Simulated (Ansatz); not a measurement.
# Cd₂S: course of a relaxation

Level of theory: DFT PBE, scalar-relativistic, plane waves, PAW (Ansatz). Settings: 420 eV cutoff, 14×14×14 k-mesh, Gaussian smearing of 0.10 eV, no spin polarisation.

What was changed in Cu2S: Cu → Cd on all its sites, cell and atoms relaxed.

Command:

```bash
ansatz run input.yaml --threads 1 --pin off --max-ram 1331MiB --backend cpu --events-out ev --progress --plain --runs-dir out
```

Input:

```yaml
crystal:
  lattice:
    - [-2.1609749388, 3.9812645885, 2.1413807323]
    - [2.1609749388, -3.9812645885, 2.1413807323]
    - [2.1609749388, 3.9812645885, -2.1413807323]
  atoms:
    - { symbol: Cd, position: [0.3051192702, 0.5560853177, 0.7490339525] }
    - { symbol: Cd, position: [0.8070513652, 0.5560853177, 0.2509660475] }
    - { symbol: S, position: [1.0562293647, 1.0562293647, 0.0] }
basis:
  ecutwfc: 420
kpoints:
  mp_grid: { grid: [14, 14, 14] }
hamiltonian:
  xc: pbe
scf:
  occupations: { method: gaussian, width: 0.1 }
output:
  forces: true
  stress: true
  eigenvalues: true
relax:
  adjacent_minimum: "off"
  f_tol: 0.01
  max_steps: 60
  cell: { stress_tol: 0.1 }
```

F is the free energy. Steps run on the plane waves of an earlier cell, but the last one, and at times one on the way, on a freshly chosen basis, so a repeated geometry can differ a little in energy.

Steps:

```json
{"step": "1", "F − F(1) (eV)": "0.0000", "largest force component (eV/Å)": "0.007", "V (Å³/atom)": "24.564", "P (GPa)": "-0.09"}
{"step": "2", "F − F(1) (eV)": "-0.0009", "largest force component (eV/Å)": "0.002", "V (Å³/atom)": "24.504", "P (GPa)": "-0.02"}
{"step": "3", "F − F(1) (eV)": "-0.0011", "largest force component (eV/Å)": "0.001", "V (Å³/atom)": "24.481", "P (GPa)": "0.00"}
{"step": "4", "F − F(1) (eV)": "-0.0010", "largest force component (eV/Å)": "0.001", "V (Å³/atom)": "24.481", "P (GPa)": "0.00"}
```

Relaxed structure:

```cif
data_structure
_symmetry_space_group_name_H-M 'P 1'
_symmetry_Int_Tables_number 1
_cell_length_a 5.0211
_cell_length_b 5.0211
_cell_length_c 5.0211
_cell_angle_alpha 129.504
_cell_angle_beta 74.175
_cell_angle_gamma 129.537
_cell_volume 73.44
loop_
_atom_site_label
_atom_site_type_symbol
_atom_site_fract_x
_atom_site_fract_y
_atom_site_fract_z
_atom_site_occupancy
Cd1 Cd 0.30633 0.55611 0.75021 1
Cd2 Cd 0.80590 0.55611 0.24979 1
S1 S 0.05617 0.05617 0.00000 1
```

It takes space group I4/mmm (No. 139, tetragonal). Conventional cell: a = 4.282 Å, b = 4.282 Å, c = 8.011 Å, α = 90.00°, β = 90.00°, γ = 90.00°. Cd (site symmetry -4m2) has 4 S at 2.93 Å and 4 Cd at 3.03 Å as nearest neighbours. S (site symmetry 4/mmm) has 8 Cd at 2.93 Å as nearest neighbours.

The run converged. The run took roughly 110 core-seconds.